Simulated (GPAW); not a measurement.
Set up this calculation in GPAW 26.7.0, as an ASE script.

- Task: band structure
- Functional: RPBE
- Potentials or basis: the program's PAW data sets (release 1.2.1) made for this functional
- Cutoff: 600 eV
- Basis: pw
- k mesh: 9 × 9 × 9
- Occupations: fermi-dirac, width 0.05 eV
- Spin: no spin polarisation
- Maxiter: 150
- Band path: GXMGRX,MR
- Band points: 60

AlRu:

```
Ru Al
1.0
     2.99160    0.00000    0.00000
     0.00000    2.99160    0.00000
     0.00000    0.00000    2.99160
Ru Al
1 1
Direct
  0.50000 0.50000 0.50000
  0.00000 0.00000 0.00000
```

One way to write it, as run:

run.py

```python
from ase import Atoms
from ase.dft.bandgap import bandgap
from ase.io import write
from ase.units import GPa
from gpaw import GPAW, PW

atoms = Atoms(['Ru', 'Al'],
              cell=[[2.9916, 0.0, 0.0],
                    [0.0, 2.9916, 0.0],
                    [0.0, 0.0, 2.9916]],
              scaled_positions=[[0.5, 0.5, 0.5],
                                [0.0, 0.0, 0.0]],
              pbc=True)

calc = GPAW(mode=PW(600),
            xc='RPBE',
            kpts={'size': (9, 9, 9), 'gamma': True},
            occupations={'name': 'fermi-dirac', 'width': 0.05},
            nbands=20,
            convergence={'density': 1e-05, 'energy': 1e-05},
            maxiter=150,
            txt='gpaw.txt')
atoms.calc = calc
energy = atoms.get_potential_energy()
forces = atoms.get_forces()
stress = atoms.get_stress()
calc.write('gs.gpw')
write('result.traj', atoms)
print(f'Energy: {energy:.6f} eV')
print('Forces (eV/A):')
print(forces.round(4))
print('Stress (GPa):', (stress / GPa).round(3))
print('Fermi level:', round(calc.get_fermi_level(), 4), 'eV')
print(f'Gap: {bandgap(calc)[0]:.4f} eV, direct: {bandgap(calc, direct=True)[0]:.4f} eV')

path = atoms.cell.bandpath('GXMGRX,MR', npoints=60, eps=1e-4)
bs_calc = calc.fixed_density(kpts=path, symmetry='off', nbands=30,
                             convergence={'bands': 'CBM+6.0', 'eigenstates': 1e-6}, txt='bands.txt')
bs = bs_calc.band_structure()
bs.write('bs.json')
print(f'Gap on the path: {bandgap(bs_calc)[0]:.4f} eV')
```

Potentials or basis: the program's PAW data sets (release 1.2.1) made for this functional, pw.

Run with:

```console
$ OMP_NUM_THREADS=1 python run.py
```

Results of the run:

```
Pressure                : 6.9 GPa
Band gap along the path : none (metal or under the smearing width)
```

It took 28 s on 1 thread of Arm Neoverse V1 (shared host), peak memory 0.2 GiB.
